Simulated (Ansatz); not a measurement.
What does this script print? It uses the Python package of Ansatz (0.2.0).

The script, `transition.py`:
```python
'''Pressure at which two phases of Y cross.'''

import warnings

import ansatz as az
import numpy as np
from tabulate import tabulate

CUTOFF_EV = 530
EXTRA_BANDS = 8
K_SPACING = 0.39
SMEARING = 'fermi_dirac'
SIGMA = 0.05


def bcc(a_site, a):
    return az.Crystal.bcc(a_site, a=a)


def diamond(first, a):
    return az.Crystal.diamond(first, a=a)


def solve(name, crystal, pressure=0.0):
    calc = crystal.calculation()
    calc = calc.functional(az.Functional.PBE).basis(CUTOFF_EV)
    calc = calc.scf(extra_bands=EXTRA_BANDS)
    calc = calc.kpoints(spacing=K_SPACING)
    calc = calc.occupations(SMEARING, width=SIGMA)
    calc = calc.relax(force_tolerance=0.01, cell=True, pressure=pressure)
    return calc.run()


def volume_per_atom(outcome):
    return abs(np.linalg.det(outcome.lattice.cell_ang)) / len(outcome.lattice.sites)


def main() -> None:
    warnings.simplefilter('ignore')

    phases = {}
    phases['bcc'] = bcc('Y', 4.04)
    phases['diamond'] = diamond('Y', 7.0)

    # H = E + PV, with 1 eV per cubic angstrom equal to 160.2 GPa
    pressures = [0, 20, 40, 60]
    enthalpy, volume = {name: [] for name in phases}, {name: [] for name in phases}
    for p in pressures:
        for name, crystal in phases.items():
            o = solve(name, crystal, pressure=p)
            volume[name].append(volume_per_atom(o))
            enthalpy[name].append(o.report['energy_sigma0_ev'] / len(o.lattice.sites) + p * volume[name][-1] / 160.21766)
    gap = np.array(enthalpy['diamond']) - np.array(enthalpy['bcc'])
    rows = [(p, va, vb, 1000 * d) for p, va, vb, d in zip(pressures, volume['bcc'], volume['diamond'], gap)]
    print(tabulate(rows, headers=['P (GPa)', 'V bcc (A^3/atom)', 'V diamond (A^3/atom)', 'H(diamond) - H(bcc) (meV/atom)'], floatfmt='.4f', tablefmt='github'))
    crossings = [p0 - g0 * (p1 - p0) / (g1 - g0) for p0, p1, g0, g1 in zip(pressures, pressures[1:], gap, gap[1:]) if g0 * g1 < 0]
    print('crossing near', [round(float(p), 1) for p in crossings], 'GPa') if crossings else print('no crossing in this range')


if __name__ == '__main__':
    main()
```

`python transition.py` gives:
```text
|   P (GPa) |   V bcc (A^3/atom) |   V diamond (A^3/atom) |   H(diamond) - H(bcc) (meV/atom) |
|-----------|--------------------|------------------------|----------------------------------|
|         0 |            33.1608 |                42.8750 |                        1856.8348 |
|        20 |            23.8557 |                23.1203 |                        1967.7894 |
|        40 |            20.3004 |                20.2811 |                        1918.3626 |
|        60 |            17.6712 |                18.6578 |                        1990.0119 |
no crossing in this range
```

Notes:
- These settings explore the input space; cutoff and mesh may be short of convergence.
- At a fixed pressure a relaxation lowers the enthalpy F + PV, while F alone can rise.
- For the metals among these phases the mesh is modest: differences between phases can be off by up to 40 meV an atom.
- Only these two structures are compared, at zero temperature and with their symmetry kept; either may be hypothetical, and another phase may be lower than both. Differences under about 40 meV an atom lie within the error of mesh and functional.
- The cells are prototypes set up for this calculation and needn't exist.
- It ran for 20 s on 1 thread of Intel(R) Xeon(R) 6975P-C (Granite Rapids), on a shared host, peak memory 0.46 GiB.
